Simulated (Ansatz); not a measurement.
## Cu: start and end of a relaxation

The guess for Cu is a distorted database cell: Cu type (Fm-3m) distorted into a subgroup (P-3m1, No. 164) (largest shift (Å) 0.22).

start.cif

```cif
data_structure
_symmetry_space_group_name_H-M 'P-3m1'
_symmetry_Int_Tables_number 164
_cell_length_a 2.5471
_cell_length_b 2.5471
_cell_length_c 6.3060
_cell_angle_alpha 90.000
_cell_angle_beta 90.000
_cell_angle_gamma 120.000
_cell_volume 35.43
loop_
_atom_site_label
_atom_site_type_symbol
_atom_site_symmetry_multiplicity
_atom_site_Wyckoff_symbol
_atom_site_fract_x
_atom_site_fract_y
_atom_site_fract_z
_atom_site_occupancy
Cu1 Cu 2 d 0.33333 0.66667 0.79820 1
Cu2 Cu 1 b 0.00000 0.00000 0.50000 1
```

All numbers below come from DFT PBE, scalar-relativistic, plane waves, PAW in Ansatz. Cutoff 420 eV, Gaussian smearing, Γ-centred meshes. Cell and atoms relax first on a coarse mesh and then on a finer one. In between, the cell is made exact in the group found at 0.06 Å. In metals the finer mesh still leaves noise of several meV/atom or more. The steps can't lower the symmetry of their start. No spin polarisation.

end.cif

```cif
data_structure
_symmetry_space_group_name_H-M 'Fm-3m'
_symmetry_Int_Tables_number 225
_cell_length_a 3.6299
_cell_length_b 3.6299
_cell_length_c 3.6299
_cell_angle_alpha 90.000
_cell_angle_beta 90.000
_cell_angle_gamma 90.000
_cell_volume 47.83
loop_
_atom_site_label
_atom_site_type_symbol
_atom_site_symmetry_multiplicity
_atom_site_Wyckoff_symbol
_atom_site_fract_x
_atom_site_fract_y
_atom_site_fract_z
_atom_site_occupancy
Cu1 Cu 4 b 0.50000 0.00000 0.00000 1
```

The symmetry goes from P-3m1 (No. 164) to Fm-3m (No. 225), and the primitive cell from 3 to 1 atom. The end has the fcc type. The volume per atom grows by 1.2 %, from 11.8 to 12.0 Å³. The shortest distance goes from 2.39 Å (Cu–Cu) to 2.57 Å (Cu–Cu). The energy falls by about 0.19 eV/atom (the start's value is from the coarse mesh). The end is written in a standard setting, so origin, axes and order of atoms can differ from the start's.

| Quantity | Value |
| --- | --- |
| Volume per atom | 11.96 Å³ |
| Density | 8.82 g/cm³ |
| Energy over the standard state | 0.00 eV/atom |
| Gap on the 24×24×24 mesh of the 1-atom cell | 0 eV (a metal) |

Energies count from the standard state of Cu at the same level. It is level with the standard state within the noise.

The last run used Gaussian smearing of 0.10 eV. The k mesh leaves some 4 meV/atom of noise in the energy of each metallic cell. A structure relaxed within its symmetry needn't be a true minimum. In all, the 3 runs took 5 min on 1 thread of Intel(R) Xeon(R) Processor @ 2.50GHz (Skylake/Cascade Lake) (shared host).
